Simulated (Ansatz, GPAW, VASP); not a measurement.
# Mg: programs and potentials compared

```
Mg
1.0
     3.20930    0.00000    0.00000
    -1.60465    2.77934    0.00000
     0.00000    0.00000    5.21030
Mg
2
Direct
  0.66667 0.33333 0.75000
  0.33333 0.66667 0.25000
```

Alike in all runs: task single point; functional PBE; k mesh 10 × 10 × 5; occupations gaussian, width 0.027 eV; no spin polarisation; no spin-orbit coupling. Pressure is positive in compression and, in plane waves, holds the error of the finite cutoff.

| program and potentials | plane-wave cutoff (eV) | notes | pressure (GPa) |
| --- | --- | --- | --- |
| Ansatz, all-electron LAPW, scalar-relativistic | - | - | -0.46 |
| GPAW, GPAW PAW data sets (gpaw-data 1.2.1) | 800 | 10 valence electrons an atom on average | -0.52 |
| VASP, PBE PAW files Mg, 520 eV | 520 | 2 valence electrons an atom on average | -0.57 |

The pressure spans -0.57 (VASP, PBE PAW files Mg, 520 eV) to -0.46 GPa (Ansatz, all-electron LAPW, scalar-relativistic), with all-electron results at -0.46.

Differences between rows come from potentials, basis sets and numerical settings, since the functional is the same but for its coding. Runs on potential files found faulty are left out.
